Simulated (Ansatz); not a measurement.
Input and command of a calculation in Ansatz (plane waves; scalar-relativistic PAW potentials unless the input names others):

```yaml
crystal:
  lattice:
    - [4.13440418, 0.0, 0.0]
    - [0.0, 4.13440418, 0.0]
    - [0.0, 0.0, 4.13440418]
  atoms:
    - { symbol: Cs, position: [0.0, 0.0, 0.0] }
    - { symbol: Br, position: [0.5, 0.5, 0.5] }
basis:
  ecutwfc: 420
kpoints:
  mp_grid: { grid: [6, 6, 6], kspacing: 0.3 }
hamiltonian:
  xc: pbesol
scf:
  occupations: { method: gaussian, width: 0.02 }
  max_iter: 80
output:
  forces: true
  eigenvalues: true
  stress: true
```

```bash
ansatz run input.yaml --threads 1 --pin off --max-ram 1331MiB --backend cpu --events-out ev --progress --plain --runs-dir out
```

Task: Will this input run?

Result: The program refuses it, because of a mesh typed together with a spacing (kpoints.mp_grid.kspacing: not typed → 0.3). Without that key it is accepted.

Abridged log:
```
Error: invalid value for `kpoints.mp_grid.kspacing`: mutually exclusive with `grid` — set one or the other
```